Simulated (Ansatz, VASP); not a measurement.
RbBr in VASP and in Ansatz

```
Rb Br
1.0
     4.17884    0.00000    0.00000
     0.00000    4.17884    0.00000
     0.00000    0.00000    4.07017
Rb Br
1 1
Direct
  0.98015 0.00000 0.00000
  0.52123 0.50000 0.50000
```

Change from the starting cell: mode 4 frozen in at -0.086 Å, equal normal strain along x and y +0.0267.

Alike in both runs: task single point; functional PBEsol; k mesh 6 × 6 × 6; occupations gaussian, width 0.05 eV; no spin polarisation.

|  | VASP | Ansatz |
| --- | --- | --- |
| version | VASP 6.6.1 | Ansatz 0.2.0 |
| potentials or method | VASP PAW PBE potentials, release 64 (Rb_sv, Br) | scalar-relativistic, plane waves, PAW |
| plane-wave cutoff (eV) | 520 | 420 |
| valence electrons in the cell | 16 | 16 |

```csv
,VASP,Ansatz,Ansatz less VASP
gap on the k mesh at the Fermi level (eV),3.80,3.80,+0.001
least direct gap on the mesh (eV),3.94,3.94,0.000
pressure (GPa),-0.6,-0.6,-0.04
largest component of the traceless stress (GPa),0.51,0.51,-0.001
rms of the force components (eV/Å),0.061,0.060,-0.0013
```

Atom by atom the forces differ by 0.001 eV/Å (rms over components). The functional is the same, so the differences come from potentials, cutoffs and numerics.

Caveats: the PAW data sets were made with another functional, which shifts forces and pressure a little (VASP). A k mesh can miss the band edges.
